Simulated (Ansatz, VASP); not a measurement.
Two plane-wave programs on InP

```
In P
1.0
     0.00000    2.93950    2.93950
     2.93950    0.00000    2.93950
     2.93950    2.93950    0.00000
In P
1 1
Direct
  0.00000 0.00000 0.00000
  0.75000 0.75000 0.75000
```

Alike in both runs: functional PBEsol; k mesh 10 × 10 × 10; occupations gaussian, width 0.02 eV; no spin polarisation.

Ansatz relaxed the structure, and its values are those at the end. VASP's run is a single point on that final structure, the one shown.

|  | VASP | Ansatz |
| --- | --- | --- |
| version | VASP 6.6.1 | Ansatz 0.2.0 |
| potentials or method | VASP PAW PBE potentials, release 64 (In_d, P) | scalar-relativistic, plane waves, PAW |
| plane-wave cutoff (eV) | 520 | 420 |
| valence electrons in the cell | 18 | 18 |

|  | VASP | Ansatz | Ansatz less VASP |
| --- | --- | --- | --- |
| gap on the k mesh at the Fermi level (eV) | 0.57 | 0.56 | -0.001 |
| least direct gap on the mesh (eV) | 0.57 | 0.56 | -0.001 |
| pressure (GPa) | 0.0 | 0.0 | +0.03 |

Ansatz warned: «pseudo_functional_mismatch».

Caveats: the PAW data sets were made with another functional, which shifts forces and pressure a little (VASP); spin-orbit coupling is left out, which moves the levels of the heavy elements.
